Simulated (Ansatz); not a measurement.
Trends among crystals of one structure type (F-43m)

All 4 crystals share space group F-43m (No. 216) and the same kinds of sites, 2 atoms in the primitive cell. They are database entries and needn't be the stable phases. The set is a selection: crystals with unstable modes on a coarse mesh or in a metal were left out. Cells are relaxed by PAW under the functional.

Quantity: harmonic phonons by finite displacements (no LO-TO term; negative means unstable), on a 2×2×2 q mesh. Level: PBEsol, all-electron LAPW in Ansatz 0.2.0, scalar-relativistic.

```json
{"crystal": "GaP", "cell (conventional)": "a = 5.439 Å", "k mesh": "8×8×8", "smearing (eV)": "none", "highest mode (cm⁻¹)": "?", "lowest at L (cm⁻¹)": "?", "lowest at X (cm⁻¹)": "?", "highest at Γ (cm⁻¹)": "?"}
{"crystal": "HgS", "cell (conventional)": "a = 5.877 Å", "k mesh": "10×10×10", "smearing (eV)": "0.08", "highest mode (cm⁻¹)": "285", "lowest at L (cm⁻¹)": "23.9", "lowest at X (cm⁻¹)": "23.4", "highest at Γ (cm⁻¹)": "170"}
{"crystal": "CdSe", "cell (conventional)": "a = 6.083 Å", "k mesh": "6×6×6", "smearing (eV)": "none", "highest mode (cm⁻¹)": "184", "lowest at L (cm⁻¹)": "33.1", "lowest at X (cm⁻¹)": "40.6", "highest at Γ (cm⁻¹)": "167"}
{"crystal": "SiC", "cell (conventional)": "a = 4.357 Å", "k mesh": "10×10×10", "smearing (eV)": "none", "highest mode (cm⁻¹)": "823", "lowest at L (cm⁻¹)": "255", "lowest at X (cm⁻¹)": "358", "highest at Γ (cm⁻¹)": "786"}
```

Q: What did the calculation give for GaP?

A: highest mode = 363 cm⁻¹, lowest at L = 77.8 cm⁻¹, lowest at X = 99.5 cm⁻¹, highest at Γ = 357 cm⁻¹.

Limits of these numbers: the gap is closed or tiny at this level, so small that the run used smearing; responses move with mesh and smearing (HgS); no spin-orbit coupling on heavy atoms (HgS); a very soft zone-boundary mode, near an instability or sensitive to the mesh (HgS); this zinc-blende form is metastable at ambient conditions (HgS).
